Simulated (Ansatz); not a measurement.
Notes on BaTiO₃

```
Ba Ti O
1.0
     3.97880    3.96770    0.00000
     3.95664   -3.96770    0.00000
     0.01108    0.01105    3.96769
Ba Ti O
2 2 6
Cartesian
  0.0000 0.0000 0.0000
  3.9677 0.0000 0.0000
  1.9471 1.9416 1.9362
  5.9148 1.9416 1.9362
  2.0247 -1.9376 0.0774
  2.0358 2.0301 0.0774
  4.0453 -1.9322 2.0299
  4.0564 2.0355 2.0299
  2.0358 0.0830 2.0299
  6.0035 0.0830 2.0299
```

Method: r2SCAN, no spin polarisation; PAW, plane waves to 500 eV, 5×5×6 Γ-centred mesh, methfessel-paxton occupations (width 0.0191 eV) (Ansatz 0.2.0), atoms fixed.

Problem. Describe some of the short contacts.

Solution. Ti–O at 1.86 Å: least valence density 0.90 e/Å³ and ELF 0.23 there. Ba–O at 2.75 Å: least valence density 0.20 e/Å³ and ELF 0.09 there, a closed-shell (ionic or weak) contact. These are pseudo-fields; inside the PAW spheres they differ from the all-electron ones.

Problem. Which element gives electrons and which takes them?

Solution. Bader charges in e: Ba +1.57, Ti +2.30, O -1.29. In the mean Ti gives up most and O takes most.

Problem. What is the formation energy?

Solution. -3.40 eV an atom against the elements' usual phases (free molecules for gases, crystals otherwise, with no correction for O₂ or N₂), so it is bound against them; other compounds may still compete. Relaxing would lower it.

Problem. Is there a gap, and of what kind?

Solution. The gap is 2.84 eV, indirect (the least direct gap found is 2.89 eV).

Origin: a database entry at a rescaled volume.
